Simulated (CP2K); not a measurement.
## MgSe under changes of volume

One of the cells (20.246 Å³/atom); the others are scaled copies at fixed shape and fractional positions:

```
CELL_PARAMETERS angstrom
3.85444 0.00000 0.00000
1.92722 3.33804 0.00000
1.92722 1.11268 3.14714
ATOMIC_POSITIONS crystal
Se 0.50000 0.50000 0.50000
Mg 0.00000 0.00000 0.00000
```

* Program: CP2K 2026.2
* Functional: LDA
* Potentials or basis: GTH_POTENTIALS Se GTH-PADE-q6, Mg GTH-PADE-q10; TZVP-MOLOPT-PBE-GTH basis
* Density cutoff: 19048 eV
* k mesh: 8 × 8 × 8
* Occupations: fermi-dirac, width 0.05 eV
* Spin: no spin polarisation

```csv
volume (Å³/atom),energy over the lowest point (meV/atom),pressure (GPa),gap on the mesh (eV)
19.031,15.53,4.4,1.62
19.436,6.42,2.8,1.58
19.841,1.39,1.2,1.55
20.246,0.00,-0.1,1.52
20.651,?,?,?
21.056,6.76,-2.5,1.46
21.461,14.28,-3.5,1.43
```

Task: What does the run at 20.651 Å³/atom give?

Result: Energy over the lowest point 1.89 meV/atom; pressure -1.4 GPa; gap on the mesh 1.49 eV.

Worked out: A Birch-Murnaghan fit of order 3 (a polynomial in V^(-2/3)) to the other rows has its minimum at 20.21 Å³/atom with B0 = V·E''(V) = 65 GPa and B' = 4.3. It gives 1.90 meV/atom at 20.651 Å³/atom, against the run's 1.89, and -dE/dV = -1.4 GPa, against -1.4. A straight line through the other rows of the gap, of slope -1.55 eV per unit of ln V, gives 1.49 eV, against the run's 1.49.

Energies are extrapolated to zero smearing.

Caveats: the basis of atomic orbitals isn't converged, which shifts pressures, moduli and gaps.

A mesh can miss the band edges. Spin-orbit coupling on Se is left out.
